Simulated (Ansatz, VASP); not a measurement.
One calculation of Cu, two programs

The input INCAR:

```
ALGO = Normal ; EDIFF = 1E-7
ENCUT = 520 ; GGA = PS
ISIF = 2 ; ISMEAR = 0
LASPH = True ; LCHARG = False
LREAL = False ; LWAVE = False
NBANDS = 18 ; NELM = 100
PREC = Accurate ; SIGMA = 0.15
```

Contents of KPOINTS:

```
k-points
0
Gamma
  20 20 20
```

POSCAR

```
Cu
1.0
    1.1697251424     -3.8173228900      0.0000000000
    1.1697251424      3.8173228900      0.0000000000
    0.0000000000      0.0000000000      2.4754955235
Cu
2
Direct
    0.1338666500      0.8661333500      0.2500000000
    0.8661333500      0.1338666500      0.7500000000
```

Input for Ansatz:

```yaml
crystal:
  lattice:
    - [1.1697251424, -3.81732289, 0.0]
    - [1.1697251424, 3.81732289, 0.0]
    - [0.0, 0.0, 2.4754955235]
  atoms:
    - { symbol: Cu, position: [0.13386665, 0.86613335, 0.25] }
    - { symbol: Cu, position: [0.86613335, 0.13386665, 0.75] }
basis:
  ecutwfc: 420
kpoints:
  mp_grid: { grid: [20, 20, 20] }
hamiltonian:
  xc: pbesol
scf:
  occupations: { method: gaussian, width: 0.15 }
output:
  forces: true
  stress: true
  eigenvalues: true
```

Change from the starting cell: strain -0.040 along x and y, +0.000 along z, atoms carried along.

Alike in both runs: task single point; functional PBEsol; k mesh 20 × 20 × 20; occupations gaussian, width 0.15 eV; no spin polarisation.

|  | VASP | Ansatz |
| --- | --- | --- |
| version | VASP 6.6.1 | Ansatz 0.2.0 |
| potentials or method | VASP PAW PBE potentials, release 64 (Cu) | scalar-relativistic, plane waves, PAW |
| plane-wave cutoff (eV) | 520 | 420 |
| valence electrons in the cell | 22 | 38 |

|  | VASP | Ansatz | Ansatz less VASP |
| --- | --- | --- | --- |
| gap on the k mesh at the Fermi level (eV) | none | none | - |
| pressure (GPa) | 13.9 | 13.2 | -0.65 |
| largest component of the traceless stress (GPa) | 5.73 | 5.82 | +0.088 |
| rms of the force components (eV/Å) | 0.075 | 0.072 | -0.0029 |

Atom by atom the forces differ by 0.003 eV/Å (rms over components). A gap of «none» marks a metal or a gap that the smearing closes. The functional is the same, so the differences come from potentials, cutoffs and numerics. The two sets of potentials don't hold the same shells in valence.

Caveats: the PAW data sets were made with another functional, which shifts forces and pressure a little (VASP).
